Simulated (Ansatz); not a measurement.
All numbers below come from Ansatz 0.2.0, DFT PBE, scalar-relativistic, plane waves, PAW. Settings: cutoff 420 eV, Γ-centred meshes spaced at most about 0.3 Å⁻¹, and about 0.25 Å⁻¹ or finer for metals (2π included), Gaussian smearing. No spin polarisation.

All energies are static (0 K, no zero-point motion).

Two relaxed structures of Ge4N:

A.

```
Ge N
1.0
     5.43144    0.00000    0.00000
    -2.71572    4.70376    0.00000
     0.00000    0.00000    3.94176
Ge N
4 1
Direct
  0.50000 0.00000 0.50000
  0.00000 0.50000 0.50000
  0.50000 0.50000 0.50000
  0.00000 0.00000 0.00000
  0.00000 0.00000 0.50000
```

B.

```
Ge N
1.0
     4.42734    0.00000    0.00000
     0.00000    4.42734    0.00000
     0.00000    0.00000    4.42734
Ge N
4 1
Direct
  0.00000 0.50000 0.50000
  0.50000 0.00000 0.50000
  0.50000 0.50000 0.00000
  0.00000 0.00000 0.00000
  0.50000 0.50000 0.50000
```

Problem. Which would you expect to be lower, and how large is the difference?

Solution. B is lower, by 264 meV/atom. A has space group P6/mmm (No. 191), 20.1 Å³/atom and no gap on its mesh; B has space group Pm-3m (No. 221), 17.4 Å³/atom and no gap. Counting Ge atoms around N (those within 1.25 times the shortest such distance or 1.15 times the sum of covalent radii), A has N 2 and B has N 6. Even the lower one lies +0.67 eV/atom against the reference forms of the elements (uncorrected), so neither is stable at this level. In A, Ge on a site of symmetry mmm is surrounded by 4 Ge at 2.72 Å and 2 N at 2.72 Å; Ge on a site of symmetry 6/mmm is surrounded by 2 N at 1.97 Å; N has 2 Ge at 1.97 Å and 6 Ge at 2.72 Å. In B, Ge on a site of symmetry 4/mmm is surrounded by 2 N at 2.21 Å and 12 Ge at 3.13 Å; Ge on a site of symmetry m-3m is surrounded by 12 Ge at 3.13 Å; N is surrounded by 6 Ge at 2.21 Å. Both come from invented guesses.

Weakly bound directions are ill-defined at this level, which has no dispersion term (P6/mmm), and this can change margins and order among such cells. Cells relaxed within their symmetry can be saddle points.
